VASP 6.6.1 plane-wave DFT with PAW potentials: zinc-blende ZnS, cell and atoms relaxed, without spin polarisation, spin–orbit coupling or dispersion correction. All runs use a 9 × 9 × 9 k mesh and Fermi–Dirac smearing of 0.05 eV. Volume changes are relative to the common starting cell; a is the edge of the two-atom primitive cell.

```
functional                            potentials  wave cutoff  volume change (%)  relaxed length a (Å)
       LDA  VASP-PAW-LDA-potentials,-recommended       600 eV             -5.600                 3.748
       PBE         VASP-PAW-PBE-potentials,-hard       980 eV              2.540                 3.853
    PBEsol  VASP-PAW-PBE-potentials,-recommended       600 eV             -2.380                 3.791
    revPBE  VASP-PAW-PBE-potentials,-recommended       600 eV              5.290                 3.887
      RPBE  VASP-PAW-PBE-potentials,-recommended       600 eV              6.260                 3.899
      BLYP  VASP-PAW-PBE-potentials,-recommended       600 eV              7.950                 3.920
      AM05  VASP-PAW-PBE-potentials,-recommended       600 eV             -1.650                 3.800
      PW91  VASP-PAW-PBE-potentials,-recommended       600 eV              2.240                 3.849
```

What to remember

The same zinc-blende crystal, relaxed with eight density functionals, differs by 14 % in volume between the smallest cell (LDA) and the largest (BLYP). The Zn–S bond changes by only about 0.1 Å, because a small change in length counts three times in the volume. The relaxed length is the edge of the primitive cell, whose three edges are equal by symmetry, so each row holds one independent result, the volume change.

That change is counted from the starting cell, and the table has no measured one. A positive or negative sign is therefore no mark of quality. The practical point is consistency: in the LDA cell, a PBE calculation would have every bond nearly 3 % shorter than in its own relaxed cell.

Two limits of the electron density

The exchange part of all these functionals starts from the uniform electron gas, and all but LDA correct it for departures from that gas. The departure is measured by the reduced gradient s, which says how fast the density n changes over the local electron wavelength:

s = |∇n| / (2 k n), with k = (3π²n)^(1/3)

In a tightly squeezed crystal the electron clouds overlap and fill the space between the atoms, so s is small there. In well-separated atoms the density falls off in steep tails, and s is large. A real crystal lies between these limits, and stretching its bonds moves it towards the second.

LDA treats every point as if s were zero. It misses exchange energy in the tails, and it misses more of it in separated atoms than in the crystal. The crystal then looks too favourable by comparison, which is the well-known overbinding of LDA. It fits the table, where LDA gives the smallest cell.

How exchange sets the size

A gradient-corrected functional multiplies the LDA exchange by a factor F(s) that starts at 1 and grows with s at weak and moderate gradients. Since exchange lowers the energy, a larger F rewards steep tails. Stretching the bonds makes more of them, so the correction acts like an outward pressure. The faster F rises over the gradients found in the crystal, the larger the relaxed cell should be.

In PBE, PBEsol and revPBE the factor has the form

F(s) = 1 + κμs² / (κ + μs²)

Here μ sets the first rise and κ the ceiling. RPBE keeps the μ and κ of PBE but approaches the ceiling faster, through an exponential.

A worked estimate

Take s = 2, a fairly steep region, and μ = 0.22 for both PBE and revPBE. Then μs² = 0.88. The ceiling is κ = 0.80 in PBE and 1.2 in revPBE, which gives the extra exchange over LDA:

PBE: 0.80 × 0.88 / (0.80 + 0.88) = 0.42
revPBE: 1.2 × 0.88 / (1.2 + 0.88) = 0.51

The same sum with the smaller μ of PBEsol gives 0.31, and the exponential form gives 0.53 for RPBE. The order of cell size expected from exchange alone is LDA, PBEsol, PBE, revPBE, RPBE, and the relaxed volumes follow it. The order is the same at s = 1, as the printed output below shows.

The estimate ranks these cells but does not give the steps between them. At s = 2, going from LDA to PBEsol adds far more exchange than going from PBEsol to PBE, yet the volume grows by 3.2 % in the first step and by 4.9 % in the second. Another choice of s would not mend this, for by these formulas the first step in exchange is the larger one at every s. A likely reason is correlation. Its gradient part by theory works against that of exchange, and it changes more from LDA to PBEsol than from PBEsol to PBE. The three runs also differ in their potentials, and the effect of this was not tested.

The cleanest comparison

revPBE and RPBE have the same correlation, the same first rise of F, the same potentials and the same cutoff. They differ only in how F continues at larger s, so the step of about 1 % in volume between them comes from exchange alone. The small pressures left in the two runs have signs that would widen this step on further relaxation. Both runs use potentials made for PBE, an inconsistency whose effect was not tested.

This pair also tells which gradients matter less. At very large s revPBE has the stronger exchange, because its ceiling is higher; at s = 1 and 2 RPBE has. RPBE gives the larger cell, so the very large gradients do not decide; the weak and moderate ones outweigh them. To guess where another functional with PBE correlation would fall, compare its F with these at s up to about 2, not at its ceiling.

Near neighbours: PW91 with PBE, AM05 with PBEsol

PBE was designed as a simpler form of PW91, and the two cells differ by only 0.3 % in volume. The PBE run used harder potentials and a higher cutoff, and the pressures left in the two runs would bring the cells closer still. The table therefore gives no ground for ranking them.

AM05 is built in another way: it joins the uniform gas to a model of an electron gas at a surface. Its cell is nevertheless only 0.7 % larger in volume than that of PBEsol. Both functionals were made for solids, and both give cells between LDA and PBE. The estimate above does not cover AM05, whose exchange has a different form.

The irregular row: BLYP

BLYP gives the largest cell, 1.7 % of the starting volume beyond RPBE. Its exchange, known as B88, does not clearly put it there. At s = 1 and 2 the extra exchange lies between that of PBE and revPBE, which would suggest a cell between theirs. It is slightly above that of RPBE at weak gradients, s = 0.5, and again at very large ones, since B88 has no ceiling.

The other half of the functional is a likely reason. The LYP correlation was derived from the helium atom and does not return to the uniform gas when the gradients vanish; there it gives too little correlation energy. A crystal has more of such smooth regions than separated atoms have, so it loses binding and can expand. A run with B88 exchange and PBE correlation would test this, but the table has none. The share of LYP in the expansion therefore remains open, as does that of the potentials, which were made for PBE.

Printed output of the fit:

```
Size of the relaxed cell:
     row  volume change in %  cubic edge in angstrom  Zn-S distance in angstrom
     LDA                -5.6                     5.3                      2.295
     PBE                2.54                   5.449                      2.359
  PBEsol               -2.38                   5.361                      2.322
  revPBE                5.29                   5.497                       2.38
    RPBE                6.26                   5.514                      2.388
    BLYP                7.95                   5.544                        2.4
    AM05               -1.65                   5.374                      2.327
    PW91                2.24                   5.443                      2.357
Volume of the largest cell above that of the smallest, in %: 14.35
Spread of the Zn-S distance, in angstrom: 0.1053
Number of functionals that shrink the start cell: 3
Number of functionals that expand the start cell: 5
Step LDA to PBEsol, in % of the start volume: 3.22
Step PBEsol to AM05, in % of the start volume: 0.73
Step PBEsol to PBE, in % of the start volume: 4.92
Step LDA to PBE, in % of the start volume: 8.14
Step PW91 to PBE, in % of the start volume: 0.3
Step PBE to revPBE, in % of the start volume: 2.75
Step revPBE to RPBE, in % of the start volume: 0.97
Step RPBE to BLYP, in % of the start volume: 1.69
Extra exchange of PBEsol at s of 1, in % of LDA exchange: 10.7
Extra exchange of PBE at s of 1, in % of LDA exchange: 17.25
Extra exchange of revPBE at s of 1, in % of LDA exchange: 18.59
Extra exchange of RPBE at s of 1, in % of LDA exchange: 19.23
Extra exchange of PBEsol at s of 2, in % of LDA exchange: 30.53
Extra exchange of PBE at s of 2, in % of LDA exchange: 41.9
Extra exchange of revPBE at s of 2, in % of LDA exchange: 50.77
Extra exchange of RPBE at s of 2, in % of LDA exchange: 53.37
Extra exchange of RPBE at s of 0.5, in % of LDA exchange: 5.315
Extra exchange of B88 at s of 0.5, in % of LDA exchange: 5.699
Extra exchange of B88 at s of 1, in % of LDA exchange: 17.81
Extra exchange of B88 at s of 2, in % of LDA exchange: 46.65
```
